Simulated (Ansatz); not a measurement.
Free-standing sheet of SnO, cell area 14.597 Å²:

```yaml
crystal:
  lattice:
    - [3.82065, 0.00001, 0.00000]
    - [-0.00001, 3.82065, 0.00000]
    - [0.00000, 0.00000, 30.63443]
  periodic: [true, true, false]
  atoms:
    - { symbol: Sn, position: [0.99985, 0.99985, 0.46142] }
    - { symbol: O, position: [0.99985, 0.49985, 0.50000] }
    - { symbol: O, position: [0.49985, 0.99985, 0.50000] }
    - { symbol: Sn, position: [0.49985, 0.49985, 0.53858] }
```

All numbers below come from DFT PBE+D3(BJ), scalar-relativistic, plane waves, PAW in Ansatz 0.2.0. Settings: cutoff 420 eV, Γ-centred mesh 6×6×1 on the computed 4-atom cell, Gaussian smearing of 0.02 eV; no spin polarisation. The sheet is isolated along c (Coulomb cut-off).

In an external field along +c, atoms held, its energy changes by -7.873 meV a cell at +0.2 V/Å and by -7.873 meV at −0.2 V/Å.

(1) What dipole and polarisability along c does the sheet have?

(2) What thickness does that polarisability stand for?

(3) Predict the energy change at +0.35 V/Å.

Results:

(1) ΔE = −pF − αF²/2. The odd part gives p = −[ΔE(+F) − ΔE(−F)]/(2F) = 0.0000 e·Å a cell (none within the accuracy). The even part gives α = −[ΔE(+F) + ΔE(−F)]/F² = 0.3936 e·Å²/V.

(2) α/(ε0·A) = 0.3936 × 180.95/14.597 = 4.88 Å. For a slab of thickness t and dielectric constant ε this equals t(1 − 1/ε), so it is the thickness over which the sheet would screen the field wholly.

(3) −p·0.35 − α·0.35²/2 = -24.11 meV; the calculation gives -24.13 meV, so the response is still linear.

Cost: 4 runs of about 1.3 core-minutes in all, on Intel Xeon 6975P-C (Granite Rapids), AMD EPYC 9R45 (Zen 5) (shared hosts).